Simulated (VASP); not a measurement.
# Si (Fd-3m) in VASP: a series of runs

One crystal, Si, is run at these levels: r2SCAN, LDA, PBEsol, PBE; tasks: relaxation of cell and atoms.

Program: VASP 6.6.1. These are calculated values, not measurements. Logs are shortened: lines on timing, memory, paths and dates and some standing lists are left out, and cuts for length are marked.

**1. The structure**

Symmetry: Fd-3m, No. 227, cubic system. Conventional cell: a = 5.427 Å, b = 5.427 Å, c = 5.427 Å, α = 90.00°, β = 90.00°, γ = 90.00°. Around Si (site symmetry -43m) lie 4 Si at 2.35 Å.

**2. Relaxation of cell and atoms, r2SCAN**

Input file INCAR:

```
SYSTEM = Si
PREC = Accurate
ENCUT = 600
EDIFF = 1E-6
ISMEAR = -1
SIGMA = 0.05
LREAL = .FALSE.
LASPH = .TRUE.
NELM = 100
ALGO = Normal
ISIF = 3
LWAVE = .FALSE.
LCHARG = .FALSE.
METAGGA = R2SCAN
LMIXTAU = .TRUE.
IBRION = 2
NSW = 40
EDIFFG = -0.005
```

Input file KPOINTS:

```
regular mesh
0
G
  13 13 13
  0 0 0
```

Input file POSCAR:

```
Si
1.0
    0.0000000000      2.7135600000      2.7135600000
    2.7135600000      0.0000000000      2.7135600000
    2.7135600000      2.7135600000      0.0000000000
Si
2
Direct
    0.7500000000      0.7500000000      0.7500000000
    0.5000000000      0.5000000000      0.5000000000
```

Potentials or basis: VASP PAW PBE potentials, release 64 (Si).

On the command line:

```
$ cat potpaw_PBE.64/Si/POTCAR > POTCAR
$ mpirun -np 1 vasp_std > vasp.out
```

OUTCAR:

```text
SYSTEM = Si
   PREC = Accurate
   ENCUT = 600
   EDIFF = 1E-6
   ISMEAR = -1
   LREAL = .FALSE.
   LASPH = .TRUE.
   NELM = 100
   ISIF = 3
   METAGGA = R2SCAN
   IBRION = 2
   NSW = 40
   EDIFFG = -0.005

 ion  position               nearest neighbor table
   1  0.750  0.750  0.750-   2 2.35   2 2.35   2 2.35   2 2.35
   2  0.500  0.500  0.500-   1 2.35   1 2.35   1 2.35   1 2.35

  LATTYP: Found a face centered cubic cell.
 ALAT       =     5.4271200000

  Lattice vectors:

 A1 = (   0.0000000000,   2.7135600000,   2.7135600000)
 A2 = (   2.7135600000,   0.0000000000,   2.7135600000)
 A3 = (   2.7135600000,   2.7135600000,   0.0000000000)

Analysis of symmetry for initial positions (statically):
=====================================================================
 Subroutine PRICEL returns:
 Original cell was already a primitive cell.

 Routine SETGRP: Setting up the symmetry group for a
 face centered cubic supercell.

 Subroutine GETGRP returns: Found 48 space group operations
 (whereof 24 operations were pure point group operations)
 out of a pool of 48 trial point group operations.

The static configuration has the point symmetry T_d .
 The point group associated with its full space group is O_h .

Analysis of symmetry for dynamics (positions and initial velocities):
=====================================================================
 Subroutine PRICEL returns:
 Original cell was already a primitive cell.

 Routine SETGRP: Setting up the symmetry group for a
 face centered cubic supercell.

 Subroutine GETGRP returns: Found 48 space group operations
 (whereof 24 operations were pure point group operations)
 out of a pool of 48 trial point group operations.

The dynamic configuration has the point symmetry T_d .
 The point group associated with its full space group is O_h .

 Subroutine INISYM returns: Found 48 space group operations
 (whereof 24 operations are pure point group operations),
 and found     1 'primitive' translations

----------------------------------------------------------------------------------------

                                     Primitive cell

  volume of cell :      39.9621

  direct lattice vectors                    reciprocal lattice vectors
     0.000000000  2.713560000  2.713560000    -0.184259792  0.184259792  0.184259792
     2.713560000  0.000000000  2.713560000     0.184259792 -0.184259792  0.184259792
     2.713560000  2.713560000  0.000000000     0.184259792  0.184259792 -0.184259792

[... 100 lines left out ...]
   IALGO  =     38    algorithm
   IMIX   =      4    mixing-type and parameters
     AMIX     =   0.40;   BMIX     =  1.00
     AMIX_MAG =   1.60;   BMIX_MAG =  1.00
  volume/ion in A,a.u.               =      19.98       134.84
  Fermi-wavevector in a.u.,A,eV,Ry     =   0.957684  1.809760 12.478691  0.917158
  Thomas-Fermi vector in A             =   2.086724
   LORBIT       =      0    0 simple, 1 ext, 2 COOP (PROOUT), +10 PAW based schemes
   METAGGA = R2SCAN    functional components
   LHFCALC =     F    Hartree Fock is set to
   AEXX    =    0.0000 exact exchange contribution
   IVDW    =     0    specifies the selected vdW correction
   LEPSILON=     F    determine dielectric tensor
   LRPA    =     F    only Hartree local field effects (RPA)
 conjugate gradient relaxation of ions
 non-spin polarized calculation
  energy-cutoff  :      600.00
  volume of cell :       39.96
 maximum number of plane-waves:      1363
   NGX = 15   NGY = 15   NGZ = 15

--------------------------------------- Ionic step        1  -------------------------------------------

 number of electron       7.9999999 magnetization

 Free energy of the ion-electron system (eV)
  ---------------------------------------------------
  ext. energy  EPLUGINS =         0.00000000
  ---------------------------------------------------
  free energy    TOTEN  =       -17.54951975 eV

  energy without entropy =      -17.54951723  energy(sigma->0) =      -17.54951849

------------------------ aborting loop because EDIFF is reached ----------------------------------------

  FORCE on cell =-STRESS in cart. coord.  units (eV):
  Direction    XX          YY          ZZ          XY          YZ          ZX
  --------------------------------------------------------------------------------------
  -------------------------------------------------------------------------------------
  Total        0.1773729      0.1773729      0.1773729     -0.0000000     -0.0000000     -0.0000000
  in kB        7.1113086      7.1113086      7.1113086     -0.0000000     -0.0000000     -0.0000000
  external PRESSURE =       7.1113086 kB  Pullay stress =       0.0000000 kB
[... 59 lines left out ...]
--------------------------------------- Ionic step        3  -------------------------------------------

 number of electron       8.0000000 magnetization

 Free energy of the ion-electron system (eV)
  ---------------------------------------------------
  ext. energy  EPLUGINS =         0.00000000
  ---------------------------------------------------
  free energy    TOTEN  =       -17.55011550 eV

  energy without entropy =      -17.55011323  energy(sigma->0) =      -17.55011437

 E-fermi :   6.0731     XC(G=0):  -9.8358

 val. band max:        5.6876053567   @ k =   0.0000   0.0000   0.0000
 cond. band min:       6.4940037747   @ k =   0.3846   0.3846   0.0000
 fundamental gap:      0.8063984180
 Fermi energy:         6.0730534203

 k-point     1 :       0.0000    0.0000    0.0000
  band No.  band energies     occupation
      1      -6.8037      2.00000
      2       5.6876      1.99910
      3       5.6876      1.99910
      4       5.6876      1.99910
      5       8.4440      0.00000
      6       8.4440      0.00000
      7       8.4440      0.00000
      8       9.6161      0.00000
[... 243 lines left out ...]
 k-point    24 :       0.4615    0.1538    0.0000
  band No.  band energies     occupation
      1      -4.4711      2.00000
      2      -0.8476      2.00000
      3       3.1101      2.00000
      4       3.8452      2.00000
      5       8.0408      0.00000
      6       9.9915      0.00000
      7      10.5730      0.00000
      8      12.1811      0.00000

 [... further k-points ...]

------------------------ aborting loop because EDIFF is reached ----------------------------------------

  FORCE on cell =-STRESS in cart. coord.  units (eV):
  Direction    XX          YY          ZZ          XY          YZ          ZX
  --------------------------------------------------------------------------------------
  -------------------------------------------------------------------------------------
  Total        0.0023480      0.0023480      0.0023480     -0.0000000      0.0000000      0.0000000
  in kB        0.0934916      0.0934916      0.0934916     -0.0000000      0.0000000      0.0000000
  external PRESSURE =       0.0934916 kB  Pullay stress =       0.0000000 kB
[... 17 lines left out ...]
  FREE ENERGIE OF THE ION-ELECTRON SYSTEM (eV)
  ---------------------------------------------------
  free  energy   TOTEN  =       -17.5501155043 eV

  energy  without entropy=      -17.5501132258  energy(sigma->0) =      -17.55011437

 reached required accuracy - stopping structural energy minimisation
```

Wall time 85 s (1 thread of Intel Xeon 6975P-C (Granite Rapids), shared host); peak memory 0.19 GiB.

What came out:

| Item | Value |
| --- | --- |
| Free energy | -17.5501 eV |
| Relaxed volume | 20.12 Å³/atom |
| Relaxed cell | a = 3.846 Å, b = 3.846 Å, c = 3.846 Å, α = 60.00°, β = 60.00°, γ = 60.00° |
| Space group after relaxing (to 0.05 Å) | Fd-3m (No. 227) |
| Energy gained by relaxing | 0.3 meV/atom |
| Ionic steps | 3 |
| Pressure after relaxing | 0.0 GPa |
| Band gap on the k mesh | 0.81 eV, indirect (least direct gap 2.76 eV) |

Step by step:
| step | energy change (eV) | largest force (eV/Å) | pressure (GPa) | volume (Å³) |
| --- | --- | --- | --- | --- |
| 1 | 0.0000 | 0.0000 | 0.71 | 39.96 |
| 2 | -0.0002 | 0.0000 | -0.56 | 40.48 |
| 3 | -0.0006 | 0.0000 | 0.01 | 40.24 |

Final structure:
```yaml
crystal:
  lattice:
    - [0.00000, 2.71980, 2.71980]
    - [2.71980, 0.00000, 2.71980]
    - [2.71980, 2.71980, 0.00000]
  atoms:
    - { symbol: Si, position: [0.75000, 0.75000, 0.75000] }
    - { symbol: Si, position: [0.50000, 0.50000, 0.50000] }
```

Caveat: the PAW data sets were made with another functional, which shifts forces and pressure a little; an odd mesh through Γ misses points on the zone boundary, where band edges often lie. Zero-point motion and thermal expansion aren't in these numbers.

**3. Relaxation of cell and atoms, LDA**

Input file INCAR:

```
ALGO     = Normal         # electronic algorithm
EDIFF    = 1E-6           # SCF threshold, eV
EDIFFG   = -0.02          # ionic threshold
ENCUT    = 600            # plane-wave cutoff, eV
IBRION   = 2              # ionic algorithm
ISIF     = 3              # what is computed and relaxed
ISMEAR   = -1             # smearing method
LASPH    = T              # aspherical terms in the spheres
LCHARG   = F              # write CHGCAR
LREAL    = F              # projectors in reciprocal space
LWAVE    = F              # write WAVECAR
NELM     = 80             # most SCF steps
NSW      = 40             # ionic steps
PREC     = Accurate       # precision mode
SIGMA    = 0.05           # smearing width, eV
```

Input file KPOINTS:

```
k-points
0
Gamma
  13 13 13
```

POSCAR is that of step 2.

Potentials or basis: VASP PAW LDA potentials, release 64 (Si).

On the command line:

```
$ cat potpaw_LDA.64/Si/POTCAR > POTCAR
$ mpirun -np 1 vasp_std > vasp.out
```

Run time: 21 s. Hardware: 1 thread of Intel Xeon Platinum 8488C (Sapphire Rapids), shared host; peak memory 0.16 GiB.

The run converged. Its results:

* Free energy: -11.9201 eV
* Relaxed volume: 19.72 Å³/atom
* Relaxed cell: a = 3.820 Å, b = 3.820 Å, c = 3.820 Å, α = 60.00°, β = 60.00°, γ = 60.00°
* Space group after relaxing (to 0.05 Å): Fd-3m (No. 227)
* Energy gained by relaxing: 1.1 meV/atom
* Ionic steps: 3
* Pressure after relaxing: 0.0 GPa
* Band gap on the k mesh: 0.47 eV, indirect (least direct gap 2.53 eV)

Step by step:
```
step  energy change (eV)  largest force (eV/Å)  pressure (GPa)  volume (Å³)
   1              0.0000                0.0000           -1.26        39.96
   2             -0.0011                0.0000            0.93        39.06
   3             -0.0021                0.0000            0.00        39.43
```

Final structure:
```
Si
1.0
     0.00000    2.70148    2.70148
     2.70148    0.00000    2.70148
     2.70148    2.70148    0.00000
Si
2
Direct
  0.75000 0.75000 0.75000
  0.50000 0.50000 0.50000
```

Levels at points of the mesh, in eV from the valence-band top:
| k point | band 1 | band 2 | band 3 | band 4 | band 5 | band 6 | band 7 | band 8 |
| --- | --- | --- | --- | --- | --- | --- | --- | --- |
| (0.00, 0.00, 0.00) | -12.06 | 0.00 | 0.00 | 0.00 | 2.53 | 2.53 | 2.53 | 3.39 |

Caveat: an odd mesh through Γ misses points on the zone boundary, where band edges often lie.

**4. Relaxation of cell and atoms, PBEsol**

Input file INCAR:

```
SYSTEM = Si
  PREC = Accurate
  ENCUT = 600
  EDIFF = 1E-6
  ISMEAR = -1
  SIGMA = 0.05
  LREAL = .False.
  LASPH = .True.
  NELM = 60
  ALGO = Fast
  ISIF = 3
  LWAVE = .False.
  LCHARG = .False.
  GGA = PS
  IBRION = 2
  NSW = 60
  EDIFFG = -0.005
```

Input file KPOINTS:

```
Automatic mesh
0
Gamma
  13 13 13
  0 0 0
```

POSCAR is that of step 3.

Potentials or basis: VASP PAW PBE potentials, release 64 (Si).

On the command line:

```
$ cat potpaw_PBE.64/Si/POTCAR > POTCAR
$ mpirun -np 1 vasp_std > vasp.out
```

Wall time 82 s (1 thread of AMD EPYC 7R43 (Zen 3), shared host); peak memory 0.15 GiB.

Results (log left out):

```
Free energy                            : -11.4933 eV
Relaxed volume                         : 20.08 Å³/atom
Relaxed cell                           : a = 3.844 Å, b = 3.844 Å, c = 3.844 Å, α = 60.00°, β = 60.00°, γ = 60.00°
Space group after relaxing (to 0.05 Å) : Fd-3m (No. 227)
Energy gained by relaxing              : 0.1 meV/atom
Ionic steps                            : 3
Pressure after relaxing                : 0.0 GPa
Band gap on the k mesh                 : 0.49 eV, indirect (least direct gap 2.52 eV)
```

Step by step:
```
step  energy change (eV)  largest force (eV/Å)  pressure (GPa)  volume (Å³)
   1              0.0000                0.0000            0.46        39.96
   2             -0.0001                0.0000           -0.33        40.30
   3             -0.0003                0.0000            0.00        40.15
```

Final structure:
```
Si
1.0
     0.00000    2.71781    2.71781
     2.71781    0.00000    2.71781
     2.71781    2.71781    0.00000
Si
2
Direct
  0.75000 0.75000 0.75000
  0.50000 0.50000 0.50000
```

Levels at points of the mesh, in eV from the valence-band top:
| k point | band 1 | band 2 | band 3 | band 4 | band 5 | band 6 | band 7 | band 8 |
| --- | --- | --- | --- | --- | --- | --- | --- | --- |
| (0.00, 0.00, 0.00) | -11.97 | 0.00 | 0.00 | 0.00 | 2.52 | 2.52 | 2.52 | 3.29 |

Caveat: the PAW data sets were made with another functional, which shifts forces and pressure a little; an odd mesh through Γ misses points on the zone boundary, where band edges often lie.

(Continued in part 2 of 2.)
